The gap here is the energy of the lowest empty state less that of the highest filled state, both sought on the k mesh of a periodic density-functional calculation. All six rows describe the same layered, square form of SnSe with the atoms in the same places. What changes is the functional, that is, the approximate rule for exchange and correlation, and with it some numerical settings. LDA and r2SCAN contain no exact exchange. The other four, called hybrids, replace part of the approximate exchange by the exact Fock expression evaluated with the orbitals.

Ansatz 0.2.0, plane-wave density-functional calculations with PAW potentials for SnSe (space group P4/nmm, 4 atoms per cell). All rows use an unshifted 4x4x2 k mesh and fixed occupations, without spin polarization. The wave and density cutoffs limit the plane waves for the orbitals and the density.

```
functional  wave cutoff  density cutoff  gap on mesh (eV)
       LDA       420 eV         1680 eV             1.599
    r2SCAN       600 eV         2400 eV             1.916
     B3LYP       420 eV         1680 eV             2.504
     HSE06       420 eV         1680 eV             2.163
      PBE0       420 eV         1680 eV             2.778
   r2SCANh       500 eV         2000 eV             2.325
```

The gap runs from 1.60 eV in LDA to 2.78 eV in PBE0, and every hybrid lies above both functionals without exact exchange. Within the hybrids the order looks odd. HSE06 contains 25 % exact exchange, as much as PBE0, yet it gives the smallest gap of the four. Even r2SCANh, with only 10 %, lies 0.16 eV above it. The percentage alone therefore fails as a guide. An important reason lies in the distance over which the exchange acts.

Exact exchange opens a gap because it treats filled and empty states differently. An electron in a filled state feels the electrostatic repulsion of the whole electron density, and that density includes the electron itself. Fock exchange removes this self-repulsion and so lowers the filled state. An empty state contributes nothing to the density, has no self-repulsion to remove, and is lowered much less. LDA replaces the Fock expression by a potential that depends only on the local density, is the same for every state, and blurs this distinction.

A hydrogen atom shows the effect in its simplest form. Its one electron should feel the nucleus alone, and full exact exchange restores this by cancelling the self-repulsion completely. The analogy has a limit, since a crystal orbital spreads over the whole solid and its repulsion with itself alone is negligible. There the filled states act together: around each electron they keep electrons of the same spin away, in a region called the exchange hole. This hole is compact even where the orbitals are not.

HSE06 keeps the exact exchange only at short distance. It divides the Coulomb interaction into two parts,

1/r = [1 − erf(ωr)]/r + erf(ωr)/r,

where r is the distance between two electrons, erf is the error function and ω is a fixed constant of about 0.11 per bohr. The first part dies out beyond a few times 1/ω, which is 4.8 Å, and it alone enters the Fock expression. The second part, the long-range tail, is left to the approximate exchange. PBE0 has the same fraction and the same approximate functional as its basis, but it keeps the exact tail, so the two rows isolate what the tail does.

The size of that effect can be estimated from the form of the tail. Unlike 1/r, the function erf(ωr)/r doesn't diverge at r = 0 but levels off at 2ω/√π. If the exchange hole is small compared with 1/ω, the tail is nearly constant across it and can be taken out of the Fock integral. What remains asks only whether a state belongs to the filled set: the answer is one for a filled state and zero for an empty one. With the fraction a = 0.25 and one hartree equal to 27.2 eV, a filled state is lowered by at most

a · 2ω/√π = 0.25 × 2 × 0.11/√π × 27.2 eV ≈ 0.84 eV.

An empty state is lowered by nothing in this limit. No property of SnSe has entered, apart from the assumption that its exchange hole is compact.

That assumption can be held against the exchange energies of the same calculations. Between PBE0 and HSE06 the exact-exchange energy differs by 24.79 eV per cell, shared by 60 electrons. Since the exchange energy counts each pair once while the orbital energies count it twice, the mean lowering of a filled state is 2 × 24.79 eV/60 = 0.83 eV. This agrees with the estimate to within the few per cent that a two-figure ω allows. The mean does include the compact d shells of tin and selenium, which suit the assumption best.

The gap itself grows by 0.62 eV from HSE06 to PBE0, about 73 % of the estimated limit. A shortfall at the band edges is plausible on two grounds, which the numbers don't separate. The tail is not quite constant, so it lowers the highest filled states by somewhat less than the limit and the lowest empty states by a little instead of nothing. Besides, PBE0 gives up the approximate tail in exchange for the exact one, and the part given up need not have acted equally on both edges.

The band edges show this replacement at work. From HSE06 to PBE0 the highest filled level falls by 0.30 eV and the lowest empty level rises by 0.32 eV, provided that both calculations share the same zero of energy. The exact tail can only lower states, so the rise of the empty level must have another source. Theory offers one: the approximate tail that PBE0 discards was attractive for filled and empty states alike. For a compact exchange hole its energy is expected to grow in proportion to the number of electrons, by half the limit for each, so it lowers every state by about 0.42 eV. Without it both edges move up by that amount, and the exact tail then pulls only the filled one down, by twice as much. The two edges should therefore move apart almost evenly, as they do here.

The tail is a small part of the exchange energy but matters much for the widening of the gap. HSE06 retains 89 % of the exact-exchange energy of PBE0, yet its gap lies only about halfway between those of LDA and PBE0. LDA is a rough stand-in here, because the true parent of both hybrids, PBE, was not computed. The short-range part is large in energy because electrons close together exchange strongly. Much of that energy, however, is also captured by the approximate exchange that it replaces, and it lowers empty states too where they overlap with filled ones. The tail is weak but selective, because it is too smooth to respond to much besides whether a state is filled.

The missing tail explains much of the odd place of HSE06. With its tail restored it becomes PBE0, which lies 0.45 eV above r2SCANh and 0.27 eV above B3LYP. Without the tail it falls below both. These two functionals contain less exact exchange, but theirs acts at every distance and so includes the selective part.

The wide gap of r2SCANh has a second reason, which is its starting point. Its parent r2SCAN already gives a gap 0.32 eV wider than LDA without any exact exchange. Theory suggests part of the reason: r2SCAN depends on the kinetic-energy density of the orbitals, so its potential includes a term that acts on the slope of each orbital. Such a term takes no notice of whether a state is filled, but it can shift the two band edges by different amounts and so widen the gap. r2SCAN also uses the density gradient, and no row has the gradient alone, so the two contributions stay unseparated. Adding 10 % exact exchange then widens the gap by another 0.41 eV. That is less than the 0.56 eV by which HSE06 exceeds LDA, so r2SCANh probably owes its place above HSE06 to its wider starting gap as much as to the tail that HSE06 lacks. The steps from LDA to r2SCAN and on to r2SCANh also change the wave cutoff, and the output doesn't name the set of PAW potentials used for r2SCAN, so a part of either difference may come from the settings. This wasn't tested.

B3LYP and PBE0 both use exact exchange at full range, and their order agrees with their fractions of 20 and 25 %. The fraction needn't be the whole cause of the 0.27 eV between them, because their approximate parts differ as well. To divide the difference one would need the gaps of the two parent functionals without exact exchange, and these were not computed.

The k mesh matters most for the very comparison that carries the argument. A coarse mesh can miss the true band edges, which makes a gap too wide, and full-range exchange is known to settle more slowly with the mesh than screened exchange. The 0.62 eV between PBE0 and HSE06 may therefore change on a denser mesh, and the rows don't show by how much or in which direction. The close match of the exchange energies with the estimate supports the assumption of a compact exchange hole, but it is no test of the band edges.

The percentage of exact exchange is thus only part of what sets the gap of a hybrid. Two functionals that both contain 25 % differ here by more than r2SCAN differs from LDA. Three questions help to make sense of the order: how wide a gap the parent functional gives, how much exact exchange is added, and whether it reaches to long distance. Which value is closest to nature remains open, since no measured gap for this layered form is used here and spin-orbit coupling is left out. The output below lists the differences and the estimate used here.

Numerical output:

```
Gap and exact exchange:
      row  gap eV  exact exchange percent  exchange energy scaled to 100 percent eV
      LDA   1.599                       0                                         0
   r2SCAN   1.916                       0                                         0
    B3LYP   2.504                      20                                    -933.6
    HSE06   2.163                      25                                    -834.6
     PBE0   2.778                      25                                    -933.7
  r2SCANh   2.325                      10                                    -933.7
r2SCAN gap above LDA, eV: 0.317
r2SCANh gap above r2SCAN, eV: 0.409
HSE06 gap above LDA, eV: 0.564
r2SCANh gap above HSE06, eV: 0.162
B3LYP gap above HSE06, eV: 0.341
PBE0 gap above HSE06, eV: 0.615
PBE0 gap above r2SCANh, eV: 0.453
PBE0 gap above B3LYP, eV: 0.274
PBE0 gap above LDA, eV: 1.179
Valence edge, PBE0 less HSE06, eV: -0.2997
Conduction edge, PBE0 less HSE06, eV: 0.3158
Share of the PBE0 exact-exchange energy kept by HSE06, percent: 89.38
Exact-exchange energy in the tail, eV per cell: 24.79
Mean lowering of a filled state by the tail, from that energy, eV: 0.8265
Estimated upper limit of that lowering, eV: 0.8444
Length 1/w beyond which exchange is screened, angstrom: 4.811
Gap opening by the tail as share of the limit, percent: 72.83
```
